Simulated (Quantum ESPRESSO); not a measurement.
## Sb: single point with PBE

Sb:

```
CELL_PARAMETERS angstrom
3.35453 0.00000 0.00000
-1.67727 2.90511 0.00000
0.00000 0.00000 5.47016
ATOMIC_POSITIONS crystal
Sb 0.67819 0.33447 0.75155
Sb 0.32096 0.66257 0.25561
```

This isn't the form of Sb at room conditions, which is rhombohedral.

The cell isn't the ideal one: atoms moved at random, drawn with an rms of 0.05 Å.

* Program: Quantum ESPRESSO 7.5
* Task: single point
* Functional: PBE
* Potentials or basis: SSSP 1.3 efficiency PBE
* Cutoff: 748 eV
* Density cutoff: 5987 eV
* k mesh: 9 × 9 × 5
* Occupations: fermi-dirac, width 0.05 eV
* Spin: no spin polarisation
* Mixing beta: 0.5
* Most SCF iterations: 120
* SCF threshold: 4e-10 Ry

```json
{
  "Pressure": "1.6 GPa",
  "Largest force": "0.037 eV/Å",
  "Band gap on the k mesh": "none (metal or under the smearing width)"
}
```

Forces on the atoms (eV/Å):
```
Sb   0.025  0.007 -0.026
Sb  -0.025 -0.007  0.026
```

Stress tensor (GPa, compression positive):
```
1.77 0.19 0.02
0.19 1.72 0.01
0.02 0.01 1.41
```

Levels at points of the mesh, in eV from the Fermi level:
```
           k point  band 11  band 12  band 13  band 14  band 15  band 16  band 17  band 18  band 19  band 20
(0.00, 0.00, 0.00)   -12.93    -9.08    -5.80     3.60     3.80     5.20     5.46     5.58     8.00     9.30
```

Run time: 100 s on 1 thread of Intel(R) Xeon(R) Platinum 8488C (Sapphire Rapids), with other jobs on the host, peak memory 0.4 GiB.

The run has no spin-orbit coupling, so splittings on Sb are missing.
